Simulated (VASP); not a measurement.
# ZrSe2: dielectric tensor with PBE

ZrSe2:

```xyz
3
Lattice="3.7385 0.0000 0.0000 -1.8693 3.2377 0.0000 0.0000 0.0000 6.0322" Properties=species:S:1:pos:R:3 pbc="T T T"
Zr    0.0000    0.0000    0.0000
Se    0.0000    2.1584    1.5985
Se    1.8693    1.0792    4.4337
```

| Quantity | Value |
| --- | --- |
| Program | VASP 6.6.1 |
| Task | dielectric tensor |
| Functional | PBE |
| Potentials or basis | VASP PAW PBE potentials, release 64 (Zr_sv, Se) |
| Cutoff | 520 eV |
| k mesh | 15 × 15 × 7 |
| Occupations | gaussian, width 0.03 eV |
| Spin | no spin polarisation |
| Monkhorst-Pack mesh | no |
| Further INCAR settings | ALGO = Normal; EDIFF = 1e-08 |

```
Band gap on the k mesh                  : 0.03 eV, indirect (least direct gap 0.94 eV)
Electronic dielectric tensor (diagonal) : 17.99, 17.99, 9.79
Born charges (mean of the diagonal)     : Zr +5.85; Se -2.93 e
```

Levels at points of the mesh, in eV from the valence-band top:
| k point | band 9 | band 10 | band 11 | band 12 | band 13 | band 14 | band 15 | band 16 |
| --- | --- | --- | --- | --- | --- | --- | --- | --- |
| (0.00, 0.00, 0.00) | -2.76 | -0.12 | -0.12 | 0.00 | 0.94 | 0.94 | 1.22 | 3.95 |

Electronic dielectric tensor:
```
17.99  0.00  0.00
 0.00 17.99  0.00
 0.00  0.00  9.79
```

Born effective charge tensors (e):
atom 1, Zr
```
7.66 0.00 0.00
0.00 7.66 0.00
0.00 0.00 2.25
```
atom 2, Se
```
-3.83  0.00  0.00
 0.00 -3.83  0.00
 0.00  0.00 -1.12
```
atom 3, Se
```
-3.83  0.00  0.00
 0.00 -3.83  0.00
 0.00  0.00 -1.12
```

Wall time 22 min on 2 MPI ranks on Intel(R) Xeon(R) Platinum 8488C (Sapphire Rapids) (shared host), peak memory 1.1 GiB a rank.

The gap isn't set beside the measured one, since this odd mesh misses points on the zone boundary.

Caveat: the gap is small at this level, which inflates the dielectric constant; an odd mesh through Γ misses points on the zone boundary, where band edges often lie.
